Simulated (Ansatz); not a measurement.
**LaAlO₃ (space group R-3c, No. 167)**

```xyz
10
Lattice="2.7066 1.5626 4.3978 -2.7066 1.5626 4.3978 0.0000 -3.1253 4.3978" Properties=species:S:1:pos:R:3 pbc="T T T"
La     0.0000     0.0000     3.2984
La     0.0000     0.0000     9.8951
Al     0.0000     0.0000     0.0000
Al     0.0000     0.0000     6.5967
O      0.2106     1.5626     7.6962
O     -1.4586    -0.5990     7.6962
O      1.2480    -0.9637     7.6962
O     -0.2106    -1.5626     5.4973
O      1.4586     0.5990     5.4973
O     -1.2480     0.9637     5.4973
```

Level of theory: Ansatz (a program for electronic structure), PBE, PAW, cutoff 420 eV, without spin-orbit coupling. Γ-centred 8×8×8 mesh, Fermi–Dirac width 0.05 eV.

| Quantity | Result |
|---|---|
| Volume per atom | 11.16 Å³ |
| Density | 6.36 g/cm³ |
| Band gap | 4.02 eV, indirect, F → Γ |
| Lowest conduction-band minima above the VBM | Γ 4.02 eV; F (1/2, 0, 1/2) 4.51 eV |
| Total energy | -1699.772 eV/atom (σ→0; compares only within this code and set-up) |

Whether these cells are dynamically stable was not tested.
